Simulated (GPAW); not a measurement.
Hf:

```
CELL_PARAMETERS angstrom
2.91381 0.00000 0.00000
0.00000 2.91381 0.00000
0.00000 0.00000 2.91381
ATOMIC_POSITIONS crystal
Hf 0.50000 0.50000 0.50000
```

The cell was built by a generator and needn't be a form met in nature.

Program: GPAW 26.7.0. Alike in all runs: task single point; no spin polarisation; cell as given; k mesh 9 × 9 × 9; cutoff (eV) 600; smearing fermi-dirac 0.05 eV.

Question: Order these runs on this cell by their pressure, lowest first.
A. level RPBE; potentials or basis the program's PAW data sets (release 1.2.1) made for this functional, pw
B. level PW91; potentials or basis PAW data sets generated in the run's folder for this functional, pw
C. level AM05; potentials or basis PAW data sets generated in the run's folder for this functional, pw
D. level LDA; potentials or basis the program's PAW data sets (release 1.2.1) made for this functional, pw

Answer: D (-6.4 GPa), C (-3.3 GPa), B (0.2 GPa), A (3.0 GPa).

Not every run made on this cell is shown here.
